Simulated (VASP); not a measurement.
# Mg (P6_3/mmc) in VASP: electric field gradients with PBEsol

Aim: the electric field gradients of Mg with PBEsol.

All numbers are computed with VASP 6.6.1; they aren't measurements. Logs are shortened: lines on timing, memory, paths and dates and some standing lists are left out, and cuts for length are marked.

## Step 1: The crystal as given

The structure is hexagonal, space group P6_3/mmc (No. 194). The conventional cell has a = 3.209 Å, b = 3.209 Å, c = 5.210 Å, α = 90.00°, β = 90.00°, γ = 120.00°. Around Mg (site symmetry -6m2) lie 12 Mg at 3.20 to 3.21 Å.

## Step 2: Electric field gradients, PBEsol

Contents of INCAR:

```
ALGO = Fast
EDIFF = 1E-7
ENCUT = 520
GGA = PS
ISIF = 2
ISMEAR = -1
LASPH = True
LCHARG = False
LEFG = True
LREAL = False
LWAVE = False
NELM = 60
PREC = Accurate
SIGMA = 0.05
```

Contents of KPOINTS:

```
k-points
0
Gamma
  12 12 7
```

Contents of POSCAR:

```
Mg
1.0
    3.2093000000      0.0000000000      0.0000000000
   -1.6046500000      2.7793353284      0.0000000000
    0.0000000000      0.0000000000      5.2103000000
Mg
2
Direct
    0.3333333333      0.6666666667      0.2500000000
    0.6666666667      0.3333333333      0.7500000000
```

Potentials or basis: VASP PAW PBE potentials, release 64 (Mg).

Command:

```bash
$ cat potpaw_PBE.64/Mg/POTCAR > POTCAR
$ mpirun -np 1 vasp_std > vasp.out
```

OUTCAR:

```text
EDIFF = 1E-7
   ENCUT = 520
   GGA = PS
   ISIF = 2
   ISMEAR = -1
   LASPH = True
   LREAL = False
   NELM = 60
   PREC = Accurate

 ion  position               nearest neighbor table
   1  0.333  0.667  0.250-   2 3.20   2 3.20   2 3.20   2 3.20   2 3.20   2 3.20
   2  0.667  0.333  0.750-   1 3.20   1 3.20   1 3.20   1 3.20   1 3.20   1 3.20

  LATTYP: Found a hexagonal cell.
 ALAT       =     3.2093000000
 C/A-ratio  =     1.6235004518

  Lattice vectors:

 A1 = (   3.2093000000,   0.0000000000,   0.0000000000)
 A2 = (  -1.6046500000,   2.7793353284,   0.0000000000)
 A3 = (   0.0000000000,   0.0000000000,   5.2103000000)

Analysis of symmetry for initial positions (statically):
=====================================================================
 Subroutine PRICEL returns:
 Original cell was already a primitive cell.

 Routine SETGRP: Setting up the symmetry group for a
 hexagonal supercell.

 Subroutine GETGRP returns: Found 24 space group operations
 (whereof 12 operations were pure point group operations)
 out of a pool of 24 trial point group operations.

The static configuration has the point symmetry D_3d.
 The point group associated with its full space group is D_6h.

Analysis of symmetry for dynamics (positions and initial velocities):
=====================================================================
 Subroutine PRICEL returns:
 Original cell was already a primitive cell.

 Routine SETGRP: Setting up the symmetry group for a
 hexagonal supercell.

 Subroutine GETGRP returns: Found 24 space group operations
 (whereof 12 operations were pure point group operations)
 out of a pool of 24 trial point group operations.

The dynamic configuration has the point symmetry D_3d.
 The point group associated with its full space group is D_6h.

 Subroutine INISYM returns: Found 24 space group operations
 (whereof 12 operations are pure point group operations),
 and found     1 'primitive' translations

----------------------------------------------------------------------------------------

                                     Primitive cell

  volume of cell :      46.4744

  direct lattice vectors                    reciprocal lattice vectors
     3.209300000  0.000000000  0.000000000     0.311594429  0.179899127  0.000000000
    -1.604650000  2.779335328  0.000000000     0.000000000  0.359798255  0.000000000
     0.000000000  0.000000000  5.210300000     0.000000000  0.000000000  0.191927528

  length of vectors
     3.209300000  3.209300000  5.210300000     0.359798255  0.359798255  0.191927528

  position of ions in fractional coordinates (direct lattice)
     0.333333333  0.666666667  0.250000000
     0.666666667  0.333333333  0.750000000

  ion indices of the primitive-cell ions
   primitive index   ion index
                 1           1
                 2           2

----------------------------------------------------------------------------------------

 KPOINTS: k-points

Automatic generation of k-mesh.
 Grid dimensions read from file:
 generate k-points for:   12   12    7

 Generating k-lattice:

  Cartesian coordinates                     Fractional coordinates (reciprocal lattice)
     0.025966202  0.014991594  0.000000000     0.083333333 -0.000000000  0.000000000
     0.000000000  0.029983188  0.000000000     0.000000000  0.083333333  0.000000000
     0.000000000  0.000000000  0.027418218     0.000000000  0.000000000  0.142857143

  Length of vectors
     0.029983188  0.029983188  0.027418218

  Shift w.r.t. Gamma in fractional coordinates (k-lattice)
     0.000000000  0.000000000  0.000000000

 Subroutine IBZKPT returns following result:
 ===========================================

 Found     76 irreducible k-points:

 Following reciprocal coordinates:
            Coordinates               Weight
  0.000000  0.000000  0.000000      1.000000
  0.083333  0.000000  0.000000      6.000000
  0.166667  0.000000  0.000000      6.000000
  0.250000  0.000000  0.000000      6.000000
  0.333333  0.000000  0.000000      6.000000
  0.416667  0.000000  0.000000      6.000000
[... 16 lines left out ...]
  0.250000  0.000000  0.142857     12.000000
  0.333333  0.000000  0.142857     12.000000
 [... further k-points ...]
   k-points           NKPTS =     76   k-points in BZ     NKDIM =     76   number of bands    NBANDS=      6
   number of dos      NEDOS =    301   number of ions     NIONS =      2
   total plane-waves  NPLWV =  23040
   dimension x,y,z NGX =    24 NGY =   24 NGZ =   40
   dimension x,y,z NGXF=    48 NGYF=   48 NGZF=   80
   ions per type =               2
   NGX,Y,Z   is equivalent  to a cutoff of  12.43, 12.43, 12.76 a.u.
   NGXF,Y,Z  is equivalent  to a cutoff of  24.86, 24.86, 25.53 a.u.
 SYSTEM =  unknown system
   PREC   = accura    normal or accurate (medium, high low for compatibility)
   ISTART =      0    job   : 0-new  1-cont  2-samecut
   ICHARG =      2    charge: 1-file 2-atom 10-const
   ISPIN  =      1    spin polarized calculation?
   LNONCOLLINEAR =      F non collinear calculations
   LSORBIT =      F    spin-orbit coupling
   LASPH  =      T    aspherical Exc in radial PAW
   ENCUT  =  520.0 eV  38.22 Ry    6.18 a.u.   5.97  5.97  9.69*2*pi/ulx,y,z
   NELM   =     60;   NELMIN=  2; NELMDL= -5     # of ELM steps
   EDIFF  = 0.1E-06   stopping-criterion for ELM
   LREAL  =      F    real-space projection
   EDIFFG = 0.1E-05   stopping-criterion for IOM
   NSW    =      0    number of steps for IOM
   IBRION =     -1    ionic relax: 0-MD 1-quasi-New 2-CG
   NFREE  =      0    steps in history (QN), initial steepest desc. (CG)
   ISIF   =      2    stress and relaxation
   ISYM   =      2    0-nonsym 1-usesym 2-fastsym
   POTIM  = 0.5000    time-step for ionic-motion
   TEBEG  =    0.0;   TEEND  =   0.0 temperature during run
   PSTRESS=    0.0 pullay stress
   NELECT =       4.0000    total number of electrons
   NUPDOWN=      -1.0000    fix difference up-down
   EMIN   =  10.00;   EMAX   =-10.00  energy-range for DOS
   EFERMI =   0.00;   METHOD = LEGACY
   ISMEAR =    -1;   SIGMA  =   0.05  broadening in eV -4-tet -1-fermi 0-gaus
   EFERMI_NEDOS =   21; number of points for ismear=-14 and -15
   IALGO  =     68    algorithm
   IMIX   =      4    mixing-type and parameters
     AMIX     =   0.40;   BMIX     =  1.00
     AMIX_MAG =   1.60;   BMIX_MAG =  1.00
  volume/ion in A,a.u.               =      23.24       156.81
  Fermi-wavevector in a.u.,A,eV,Ry     =   0.722809  1.365911  7.108401  0.522453
  Thomas-Fermi vector in A             =   1.812866
   LORBIT       =      0    0 simple, 1 ext, 2 COOP (PROOUT), +10 PAW based schemes
   GGA     = PS    functional components
   LHFCALC =     F    Hartree Fock is set to
   AEXX    =    0.0000 exact exchange contribution
   IVDW    =     0    specifies the selected vdW correction
   LEPSILON=     F    determine dielectric tensor
   LRPA    =     F    only Hartree local field effects (RPA)
 non-spin polarized calculation
 RMM-DIIS sequential band-by-band and
  energy-cutoff  :      520.00
  volume of cell :       46.47
 maximum number of plane-waves:      1281
 NGX is ok and might be reduce to    24
   NGX = 11   NGY = 11   NGZ = 19

 number of electron       4.0000000 magnetization

 Free energy of the ion-electron system (eV)
  ---------------------------------------------------
  ext. energy  EPLUGINS =         0.00000000
  ---------------------------------------------------
  free energy    TOTEN  =        -3.44515240 eV

  energy without entropy =       -3.43765558  energy(sigma->0) =       -3.44140399

 E-fermi :   2.4752     XC(G=0):  -8.4957

 val. band max:        2.4415012612   @ k =   0.3333   0.1667   0.1429
 cond. band min:       2.4778063275   @ k =   0.2500   0.0833   0.0000
 fundamental gap:      0.0363050664
 Fermi energy:         2.4752061315

 k-point     1 :       0.0000    0.0000    0.0000
  band No.  band energies     occupation
      1      -4.3473      2.00000
      2       0.8637      2.00000
      3       1.2915      2.00000
      4      13.3849      0.00000
      5      13.4086      0.00000
      6      13.4780      0.00000
[... 199 lines left out ...]
 k-point    24 :       0.3333    0.0000    0.1429
  band No.  band energies     occupation
      1      -2.0902      2.00000
      2       1.6821      2.00000
      3       3.9645      0.00000
      4       4.9982      0.00000
      5       7.7457      0.00000
      6       9.8855      0.00000

 [... further k-points ...]

------------------------ aborting loop because EDIFF is reached ----------------------------------------

  FORCE on cell =-STRESS in cart. coord.  units (eV):
  Direction    XX          YY          ZZ          XY          YZ          ZX
  --------------------------------------------------------------------------------------
  -------------------------------------------------------------------------------------
  Total       -0.2654318     -0.2654318     -0.5138998      0.0000000      0.0000000      0.0000000
  in kB       -9.1505989     -9.1505989    -17.7163817      0.0000000      0.0000000      0.0000000
  external PRESSURE =     -12.0058599 kB  Pullay stress =       0.0000000 kB

 VOLUME and BASIS-vectors are now :
 -----------------------------------------------------------------------------
  energy-cutoff  :      520.00
  volume of cell :       46.47
      direct lattice vectors                 reciprocal lattice vectors
     3.209300000  0.000000000  0.000000000     0.311594429  0.179899127  0.000000000
    -1.604650000  2.779335328  0.000000000     0.000000000  0.359798255  0.000000000
     0.000000000  0.000000000  5.210300000     0.000000000  0.000000000  0.191927528

 POSITION                                       TOTAL-FORCE (eV/Angst)
 -----------------------------------------------------------------------------------
     -0.00000      1.85289      1.30258         0.000000      0.000000      0.000000
      1.60465      0.92645      3.90773        -0.000000     -0.000000      0.000000
 -----------------------------------------------------------------------------------
    total drift:                                0.000000     -0.000000      0.000000

  FREE ENERGIE OF THE ION-ELECTRON SYSTEM (eV)
  ---------------------------------------------------
  free  energy   TOTEN  =        -3.4451524050 eV

  energy  without entropy=       -3.4376555790  energy(sigma->0) =       -3.44140399

 Electric field gradients (V/A^2)
---------------------------------------------------------------------
 ion       V_xx      V_yy      V_zz      V_xy      V_xz      V_yz
---------------------------------------------------------------------
   1      -0.556    -0.556     1.112    -0.000    -0.000     0.000
   2      -0.556    -0.556     1.112    -0.000     0.000    -0.000
---------------------------------------------------------------------

 Electric field gradients after diagonalization (V/A^2)
 (convention: |V_zz| > |V_xx| > |V_yy|)
----------------------------------------------------------------------
 ion       V_xx      V_yy      V_zz     asymmetry (V_yy - V_xx)/ V_zz
----------------------------------------------------------------------
   1      -0.556    -0.556     1.112       0.000
   2      -0.556    -0.556     1.112       0.000
----------------------------------------------------------------------

           NMR quadrupolar parameters

 Cq : quadrupolar parameter    Cq=e*Q*V_zz/h
 eta: asymmetry parameters     (V_yy - V_xx)/ V_zz
 Q  : nuclear electric quadrupole moment in mb (millibarn)
----------------------------------------------------------------------
 ion       Cq(MHz)       eta       Q (mb)
----------------------------------------------------------------------
   1       0.003       0.000       1.000
   2       0.003       0.000       1.000
----------------------------------------------------------------------
```

Run time: 11 s. Hardware: 1 thread of AMD EPYC 9R45 (Zen 5), shared host; peak memory 0.13 GiB.

Results:

- Free energy: -3.4452 eV
- Pressure: -1.2 GPa
- Band gap on the k mesh: none (metal or under the smearing width)

Stress tensor (GPa, compression positive):
```
-0.92  0.00  0.00
 0.00 -0.92  0.00
 0.00  0.00 -1.77
```

Levels at points of the mesh, in eV from the Fermi level:
```
           k point  band 1  band 2  band 3  band 4  band 5  band 6
(0.00, 0.00, 0.00)   -6.82   -1.61   -1.18   10.91   10.93   11.00
(0.50, 0.00, 0.00)   -2.07   -2.06    2.69    3.06    3.30    3.72
```

Electric field gradients, principal values (V/Å²):
| atom | Vxx | Vyy | Vzz |
| --- | --- | --- | --- |
| 1 Mg | -0.556 | -0.556 | 1.112 |
| 2 Mg | -0.556 | -0.556 | 1.112 |

Caveat: the PAW data sets were made with another functional, which shifts forces and pressure a little.
